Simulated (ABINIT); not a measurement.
# ZnS (Wurtzite-2H) (P6_3mc) in ABINIT: a series of runs

The runs below take ZnS (Wurtzite-2H) through single point, with PBEsol, PBE.

All numbers are computed with ABINIT 10.8.3 (patched build); they aren't measurements. Logs are shortened: lines on timing, memory, paths and dates and some standing lists are left out, and cuts for length are marked. The log counts tension as positive stress, the text compression.

**The experiment to reproduce.**

A printed reference work, monograph reports, for a bulk crystal of ZnS at 4 K: band gap 3.911 eV (direct).

The runs below are set against these values where they give the same quantity.

### 1 The crystal as given

Symmetry: P6_3mc, No. 186, hexagonal system. Conventional cell: a = 3.811 Å, b = 3.811 Å, c = 6.234 Å, α = 90.00°, β = 90.00°, γ = 120.00°. Around Zn (site symmetry 3m) lie 4 S at 2.31 to 2.40 Å. Around S (site symmetry 3m) lie 4 Zn at 2.31 to 2.40 Å.

### 2 Single point, PBEsol

Contents of run.abi:

```
# Pseudopotentials
pp_dirpath "./"
pseudos "Zn.upf, S.upf"

# Structure
acell 7.2017462609 7.2017462609 11.7805526609
rprim
     1.0000000000     0.0000000000     0.0000000000
    -0.5000000000     0.8660254038     0.0000000000
     0.0000000000     0.0000000000     1.0000000000
ntypat 2
znucl 30 16
natom 4
typat 1 1 2 2
xcart
     1.9055000002     1.1001409378     3.1170000000
    -0.0000000002     2.2002818760     0.0000000000
     1.9055000002     1.1001409378     5.5170900000
    -0.0000000002     2.2002818760     2.4000900000 Angstrom

# Plane-wave basis
ecut 38.0

# k points
kptopt 1
ngkpt 6 6 4
nshiftk 1
shiftk 0.0 0.0 0.0

# Exchange and correlation
ixc -116133

# Bands and occupations
nband 32
occopt 3
tsmear 0.05 eV

# SCF cycle
nstep 100
tolvrs 1.0e-10

# Output
iomode 3
prtwf 0
prtden 0
prteig 0
prtebands 0
enunit 1
```

Potentials or basis: PseudoDojo NC SR PBEsol v0.4.1 standard.

Started as:

```sh
> mpirun --bind-to none -np 4 abinit run.abi > log 2>&1
```

run.abo:

```text
.Version 10.8.3 of ABINIT
 Symmetries : space group P6_3 m c (#186); Bravais hP (primitive hexag.)
================================================================================
 Values of the parameters that define the memory need of the present run
     intxc =       0    ionmov =       0      iscf =       7    lmnmax =       6
     lnmax =       6     mgfft =      72  mpssoang =       3    mqgrid =    3270
     natom =       4  nloc_mem =       1    nspden =       1   nspinor =       1
    nsppol =       1      nsym =      12    n1xccc =    2501    ntypat =       2
    occopt =       3   xclevel =       2
       mpw =        5958          nfft =      115200          nkpt =          21
================================================================================
================================================================================

--------------------------------------------------------------------------------
------------- Echo of variables that govern the present computation ------------
--------------------------------------------------------------------------------
 -outvars: echo values of preprocessed input variables --------
            acell      7.2017462609E+00  7.2017462609E+00  1.1780552661E+01 Bohr
              amu      6.53900000E+01  3.20660000E+01
             ecut      3.80000000E+01 Hartree
           enunit           1
              ixc     -116133
         kptrlatt        6    0    0      0    6    0      0    0    4
          kptrlen      4.32104776E+01
            natom           4
            nband          32
            ngfft          40      40      72
             nkpt          21
            nstep         100
             nsym          12
           ntypat           2
           occopt           3
           prtden           0
        prtebands           0
           prteig           0
            prtwf           0
            rprim      1.0000000000E+00  0.0000000000E+00  0.0000000000E+00
                      -5.0000000000E-01  8.6602540380E-01  0.0000000000E+00
                       0.0000000000E+00  0.0000000000E+00  1.0000000000E+00
          spgroup         186
           tolvrs      1.00000000E-10
           tsmear      1.83746611E-03 Hartree
            typat      1  1  2  2
           xangst      1.9054999993E+00  1.1001409383E+00  3.1169999979E+00
                       6.5281433233E-10  2.2002818755E+00  0.0000000000E+00
                       1.9054999993E+00  1.1001409383E+00  5.5170899979E+00
                       6.5281433233E-10  2.2002818755E+00  2.4000900000E+00
            xcart      3.6008731317E+00  2.0789650733E+00  5.8902763304E+00
                       1.2336402992E-09  4.1579301445E+00  0.0000000000E+00
                       3.6008731317E+00  2.0789650733E+00  1.0425789108E+01
                       1.2336402992E-09  4.1579301445E+00  4.5355127775E+00
             xred      6.6666666700E-01  3.3333333366E-01  5.0000000000E-01
                       3.3333333367E-01  6.6666666700E-01  0.0000000000E+00
                       6.6666666700E-01  3.3333333366E-01  8.8500000026E-01
                       3.3333333367E-01  6.6666666700E-01  3.8500000026E-01
            znucl       30.00000   16.00000

================================================================================

 chkinp: Checking input parameters for consistency.

================================================================================
== DATASET  1 ==================================================================

--- !DatasetInfo
iteration_state: {dtset: 1, }
dimensions: {natom: 4, nkpt: 21, mband: 32, nsppol: 1, nspinor: 1, nspden: 1, mpw: 5958, }
cutoff_energies: {ecut:  38.0, pawecutdg:  -1.0, }
electrons: {nelect:   5.20000000E+01, charge:   0.00000000E+00, occopt:   3.00000000E+00, tsmear:   1.83746611E-03, }
meta: {optdriver: 0, ionmov: 0, optcell: 0, iscf: 7, paral_kgb: 0, }
...

 Real(R)+Recip(G) space primitive vectors, cartesian coordinates (Bohr,Bohr^-1):
 R(1)=  7.2017463  0.0000000  0.0000000  G(1)=  0.1388552  0.0801681  0.0000000
 R(2)= -3.6008731  6.2368952  0.0000000  G(2)=  0.0000000  0.1603362  0.0000000
 R(3)=  0.0000000  0.0000000 11.7805527  G(3)=  0.0000000  0.0000000  0.0848857
 Unit cell volume ucvol=  5.2914163E+02 bohr^3
 Angles (23,13,12)=  9.00000000E+01  9.00000000E+01  1.20000000E+02 degrees

 getcut: wavevector=  0.0000  0.0000  0.0000  ngfft=  40  40  72
         ecut(hartree)=     38.000   => boxcut(ratio)=   2.00154

--- Pseudopotential description ------------------------------------------------
- pspini: atom type   1  psp file is ./Zn.upf
12 -116133 2 -1 1312                          pspcod,pspxc,lmax,lloc,mmax
     nproj     2     2     2

- pspini: atom type   2  psp file is ./S.upf
12 -116133 2 -1 1146                          pspcod,pspxc,lmax,lloc,mmax
     nproj     2     2     2

   3.67035162E+03                                ecore*ucvol(ha*bohr**3)
--------------------------------------------------------------------------------

================================================================================

--- !BeginCycle
iteration_state: {dtset: 1, }
solver: {iscf: 7, nstep: 100, nline: 4, wfoptalg: 0, }
tolerances: {tolvrs: 1.00E-10, }
...

     iter   Etot(hartree)      deltaE(h)  residm     vres2
 ETOT  1  -433.20902950021    -4.332E+02 3.083E-01 1.221E+04
 ETOT  2  -435.85197160552    -2.643E+00 1.069E-01 2.121E+04
 ETOT  3  -439.41375953018    -3.562E+00 3.842E-02 3.079E+03
 ETOT  4  -439.75318604730    -3.394E-01 2.062E-02 1.288E+03
 ETOT  5  -439.91823930664    -1.651E-01 1.132E-02 3.598E+02
 ETOT  6  -439.98304285765    -6.480E-02 1.223E-03 1.441E+01
 ETOT  7  -439.98067819645     2.365E-03 3.134E-04 2.497E+01
 ETOT  8  -439.98564643639    -4.968E-03 2.026E-04 1.317E-02
 ETOT  9  -439.98565200748    -5.571E-06 4.101E-04 6.567E-03
 ETOT 10  -439.98565353234    -1.525E-06 1.971E-04 1.087E-04
 ETOT 11  -439.98565355957    -2.722E-08 4.746E-04 2.838E-06
 ETOT 12  -439.98565356038    -8.119E-10 1.524E-04 2.678E-08
 ETOT 13  -439.98565356040    -1.859E-11 3.012E-04 1.672E-09
 ETOT 14  -439.98565356040    -1.194E-12 8.277E-05 3.309E-11

 At SCF step   14       vres2   =  3.31E-11 < tolvrs=  1.00E-10 =>converged.

 Cartesian components of stress tensor (hartree/bohr^3)
  sigma(1 1)=  3.85334859E-05  sigma(3 2)=  0.00000000E+00
  sigma(2 2)=  3.85334855E-05  sigma(3 1)=  0.00000000E+00
  sigma(3 3)=  1.01562071E-04  sigma(2 1)=  0.00000000E+00

--- !ResultsGS
iteration_state: {dtset: 1, }
comment   : Summary of ground state results
lattice_vectors:
- [  7.2017463,   0.0000000,   0.0000000, ]
- [ -3.6008731,   6.2368952,   0.0000000, ]
- [  0.0000000,   0.0000000,  11.7805527, ]
lattice_lengths: [   7.20175,    7.20175,   11.78055, ]
lattice_angles: [ 90.000,  90.000, 120.000, ] # degrees, (23, 13, 12)
lattice_volume:   5.2914163E+02
convergence: {deltae: -1.194E-12, res2:  3.309E-11, residm:  8.277E-05, diffor: null, }
etotal    :  -4.39985654E+02
entropy   :   0.00000000E+00
fermie    :   1.74514910E-01
cartesian_stress_tensor: # hartree/bohr^3
- [  3.85334859E-05,   0.00000000E+00,   0.00000000E+00, ]
- [  0.00000000E+00,   3.85334855E-05,   0.00000000E+00, ]
- [  0.00000000E+00,   0.00000000E+00,   1.01562071E-04, ]
pressure_GPa:  -1.7518E+00
xred      :
- [  6.6667E-01,   3.3333E-01,   5.0000E-01, Zn]
- [  3.3333E-01,   6.6667E-01,   0.0000E+00, Zn]
- [  6.6667E-01,   3.3333E-01,   8.8500E-01,  S]
- [  3.3333E-01,   6.6667E-01,   3.8500E-01,  S]
cartesian_forces: # hartree/bohr
- [  3.82861130E-26,   6.63134929E-26,   5.97671217E-03, ]
- [  3.82861130E-26,   6.63134929E-26,   5.97671217E-03, ]
- [ -3.79870027E-26,  -6.61408015E-26,  -5.97671217E-03, ]
- [ -3.85852232E-26,  -6.64861843E-26,  -5.97671217E-03, ]
force_length_stats: {min:   5.97671217E-03, max:   5.97671217E-03, mean:   5.97671217E-03, }
...

 Integrated electronic density in atomic spheres:
 ------------------------------------------------
 Atom  Sphere_radius  Integrated_density
    1        2.00000         18.13272534
    2        2.00000         18.13272534
    3        2.00000          3.93421328
    4        2.00000          3.93421328
================================================================================

 ----iterations are completed or convergence reached----

 Mean square residual over all n,k,spin=   23.378E-08; max=  82.774E-06
 reduced coordinates (array xred) for    4 atoms
       0.666666667003      0.333333333664      0.500000000000
       0.333333333670      0.666666666997      0.000000000000
       0.666666667003      0.333333333664      0.885000000262
       0.333333333670      0.666666666997      0.385000000262
 rms dE/dt=  4.0651E-02; max dE/dt=  7.0409E-02; dE/dt below (all hartree)
    1      -0.000000000000     -0.000000000000     -0.070408831501
    2      -0.000000000000     -0.000000000000     -0.070408831501
    3      -0.000000000000      0.000000000000      0.070409113357
    4       0.000000000000      0.000000000000      0.070409113357

 cartesian coordinates (angstrom) at end:
    1      1.90549999934719     1.10014093829660     3.11699999788088
    2      0.00000000065281     2.20028187550340     0.00000000000000
    3      1.90549999934719     1.10014093829660     5.51708999788088
    4      0.00000000065281     2.20028187550340     2.40009000000000

 cartesian forces (hartree/bohr) at end:
    1      0.00000000000000     0.00000000000000     0.00597671216756
    2      0.00000000000000     0.00000000000000     0.00597671216756
    3     -0.00000000000000    -0.00000000000000    -0.00597671216756
    4     -0.00000000000000    -0.00000000000000    -0.00597671216756
 frms,max,avg= 3.4506564E-03 5.9767122E-03   0.000E+00  0.000E+00 -1.196E-08 h/b

 cartesian forces (eV/Angstrom) at end:
    1      0.00000000000000     0.00000000000000     0.30733489657522
    2      0.00000000000000     0.00000000000000     0.30733489657522
    3     -0.00000000000000    -0.00000000000000    -0.30733489657522
    4     -0.00000000000000    -0.00000000000000    -0.30733489657522
 frms,max,avg= 1.7743989E-01 3.0733490E-01   0.000E+00  0.000E+00 -6.152E-07 e/A
 length scales=  7.201746260900  7.201746260900 11.780552660900 bohr
              =  3.810999997389  3.810999997389  6.233999995762 angstroms
 Fermi (or HOMO) energy (eV) =   4.74879   Average Vxc (eV)= -10.11936
 Eigenvalues (   eV  ) for nkpt=  21  k points:
 kpt#   1, nband= 32, wtk=  0.00694, kpt=  0.0000  0.0000  0.0000 (reduced coord)
-120.95030 -120.95030  -75.26881  -75.26881  -75.26873  -75.26873  -75.26520  -75.26494
  -9.53744   -8.59701   -2.73761   -2.73761   -2.67512   -2.67512   -2.65593   -2.25525
  -2.25525   -2.17282   -2.17282   -2.01397   -1.55752    2.79754    2.79754    3.65399
   3.65399    3.66853    5.77921    6.54586    9.85022    9.85022   10.15748   11.17174
 prteigrs : prtvol=0 or 1, do not print more k-points.

--- !EnergyTerms
iteration_state     : {dtset: 1, }
comment             : Components of total free energy in Hartree
kinetic             :  1.92403288031734E+02
hartree             :  1.84261334602658E+02
xc                  : -5.08251670354055E+01
Ewald energy        : -2.14807532422946E+02
psp_core            :  6.93642577626796E+00
local_psp           : -4.64954254640981E+02
non_local_psp       : -9.29997478717229E+01
internal            : -4.39985653560396E+02
'-kT*entropy'       : -1.29074396634886E-12
total_energy        : -4.39985653560397E+02
total_energy_eV     : -1.19726195617223E+04
band_energy         : -5.34698797079193E+01
...

 Cartesian components of stress tensor (hartree/bohr^3)
  sigma(1 1)=  3.85334859E-05  sigma(3 2)=  0.00000000E+00
  sigma(2 2)=  3.85334855E-05  sigma(3 1)=  0.00000000E+00
  sigma(3 3)=  1.01562071E-04  sigma(2 1)=  0.00000000E+00

-Cartesian components of stress tensor (GPa)         [Pressure= -1.7518E+00 GPa]
- sigma(1 1)=  1.13369430E+00  sigma(3 2)=  0.00000000E+00
- sigma(2 2)=  1.13369428E+00  sigma(3 1)=  0.00000000E+00
- sigma(3 3)=  2.98805928E+00  sigma(2 1)=  0.00000000E+00

== END DATASET(S) ==============================================================
================================================================================

 -outvars: echo values of variables after computation  --------
            acell      7.2017462609E+00  7.2017462609E+00  1.1780552661E+01 Bohr
           etotal     -4.3998565356E+02
            fcart      3.8286112960E-26  6.6313492869E-26  5.9767121676E-03
                       3.8286112960E-26  6.6313492869E-26  5.9767121676E-03
                      -3.7987002702E-26 -6.6140801481E-26 -5.9767121676E-03
                      -3.8585223217E-26 -6.6486184257E-26 -5.9767121676E-03
            rprim      1.0000000000E+00  0.0000000000E+00  0.0000000000E+00
                      -5.0000000000E-01  8.6602540380E-01  0.0000000000E+00
                       0.0000000000E+00  0.0000000000E+00  1.0000000000E+00
           strten      3.8533485949E-05  3.8533485476E-05  1.0156207077E-04
                       0.0000000000E+00  0.0000000000E+00  0.0000000000E+00
           xangst      1.9054999993E+00  1.1001409383E+00  3.1169999979E+00
                       6.5281433233E-10  2.2002818755E+00  0.0000000000E+00
                       1.9054999993E+00  1.1001409383E+00  5.5170899979E+00
                       6.5281433233E-10  2.2002818755E+00  2.4000900000E+00
             xred      6.6666666700E-01  3.3333333366E-01  5.0000000000E-01
                       3.3333333367E-01  6.6666666700E-01  0.0000000000E+00
                       6.6666666700E-01  3.3333333366E-01  8.8500000026E-01
                       3.3333333367E-01  6.6666666700E-01  3.8500000026E-01
 Calculation completed.
```

It took 57 s on 4 MPI ranks of Arm Neoverse V1, shared host; peak memory 0.4 GiB.

What came out:

```
Free energy                                           : -11972.6196 eV
Pressure                                              : -1.8 GPa
Largest force                                         : 0.307 eV/Å
Band gap on the k mesh                                : 2.11 eV, direct
Valence electrons inside the program's atomic spheres : Zn 18.13; S 3.93
```

Forces in eV/Å, atoms in the order of the input:
```
Zn   0.000  0.000  0.307
Zn   0.000  0.000  0.307
S    0.000  0.000 -0.307
S    0.000  0.000 -0.307
```

Stress tensor (GPa, compression positive):
```
-1.13  0.00  0.00
 0.00 -1.13  0.00
 0.00  0.00 -2.99
```

### 3 Single point, PBE

Contents of run.abi:

```
pp_dirpath "./"
pseudos "Zn.upf, S.upf"

acell 3*1.0 Angstrom
rprim
     3.8110000000     0.0000000000     0.0000000000
    -1.9055000000     3.3004228138     0.0000000000
     0.0000000000     0.0000000000     6.2340000000
ntypat 2
znucl 30 16
natom 4
typat 1 1 2 2
xred
     0.6666666667     0.3333333333     0.5000000000
     0.3333333333     0.6666666667     0.0000000000
     0.6666666667     0.3333333333     0.8850000000
     0.3333333333     0.6666666667     0.3850000000

ecut 38.0

kptopt 1
ngkpt 6 6 4
nshiftk 1
shiftk 0.0 0.0 0.0

ixc 11

nband 32
occopt 3
tsmear 0.05 eV

nstep 100
tolvrs 1.0e-10

iomode 3
prtwf 0
prtden 0
prteig 0
prtebands 0
prtvol 2
```

Potentials or basis: PseudoDojo NC SR PBE v0.5 stringent.

Started as:

```sh
> abinit run.abi > log 2>&1
```

It took 2 min on 1 thread of Intel Xeon 6975P-C (Granite Rapids), shared host; peak memory 0.14 GiB.

The run converged. Its results:

```
Free energy                                           : -11978.7244 eV
Pressure                                              : 1.9 GPa
Largest force                                         : 0.322 eV/Å
Band gap on the k mesh                                : 2.25 eV, direct
Valence electrons inside the program's atomic spheres : Zn 18.13; S 3.96
```

Forces in eV/Å, atoms in the order of the input:
```
Zn   0.000  0.000  0.322
Zn   0.000  0.000  0.322
S    0.000  0.000 -0.322
S    0.000  0.000 -0.322
```

Stress tensor (GPa, compression positive):
```
2.60 0.00 0.00
0.00 2.60 0.00
0.00 0.00 0.52
```

Levels at points of the mesh, in eV from the valence-band top:
```csv
k point,band 24,band 25,band 26,band 27,band 28,band 29
"(0.00, 0.00, 0.00)",-0.01,-0.01,0.00,2.25,3.00,6.28
"(0.50, 0.00, 0.00)",-2.25,-1.56,-0.98,3.62,4.26,5.18
"(0.00, 0.00, 0.50)",-0.45,-0.45,-0.45,3.51,3.51,6.71
"(0.50, 0.00, 0.50)",-1.66,-1.53,-1.53,3.62,3.62,5.14
```

(Continued in part 2 of 2.)
